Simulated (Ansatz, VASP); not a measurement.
## Ga in VASP and in Ansatz

```
Ga
1.0
    -1.61166    1.61166    1.61166
     1.61166   -1.61166    1.61166
     1.61166    1.61166   -1.61166
Ga
1
Direct
  0.00000 0.00000 0.00000
```

Alike in both runs: task single point; functional r2SCAN; k mesh 15 × 15 × 15; occupations fermi-dirac, width 0.1 eV; no spin polarisation.

|  | VASP | Ansatz |
| --- | --- | --- |
| version | VASP 6.6.1 | Ansatz 0.2.0 |
| potentials or method | VASP PAW PBE potentials, release 64 (Ga_d) | plane waves (500 eV) with PAW, scalar-relativistic |
| plane-wave cutoff (eV) | 520 | 500 |
| valence electrons in the cell | 13 | 13 |

|  | VASP | Ansatz | Ansatz less VASP |
| --- | --- | --- | --- |
| pressure (GPa) | 5.7 | 5.6 | -0.12 |

The functional is the same, so the differences come from potentials, cutoffs and numerics.

Caveats: the PAW data sets were made with another functional, which shifts forces and pressure a little (VASP).
